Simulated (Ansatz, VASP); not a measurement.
AlN in VASP and in Ansatz

```xyz
2
Lattice="0.0000 2.2067 2.2067 2.2067 0.0000 2.2067 2.2067 2.2067 0.0000" Properties=species:S:1:pos:R:3 pbc="T T T"
Al    0.0000    0.0000    0.0000
N     1.1034    1.1034    1.1034
```

Change from the starting cell: hydrostatic strain +1.0%.

Alike in both runs: task single point; functional r2SCAN; k mesh 10 × 10 × 10; no spin polarisation.

|  | VASP | Ansatz |
| --- | --- | --- |
| version | VASP 6.6.1 | Ansatz 0.2.0 |
| potentials or method | VASP PAW PBE potentials, release 64 (Al, N) | plane waves, PAW |
| plane-wave cutoff (eV) | 520 | 500 |
| occupations | gaussian, width 0.01 eV | fixed |
| valence electrons in the cell | 8 | 8 |

|  | VASP | Ansatz | Ansatz less VASP |
| --- | --- | --- | --- |
| gap on the k mesh at the Fermi level (eV) | 3.91 | 3.92 | +0.006 |
| pressure (GPa) | -6.3 | -5.9 | +0.39 |

Caveats: the PAW data sets were made with another functional, which shifts forces and pressure a little (VASP). A k mesh can miss the band edges.
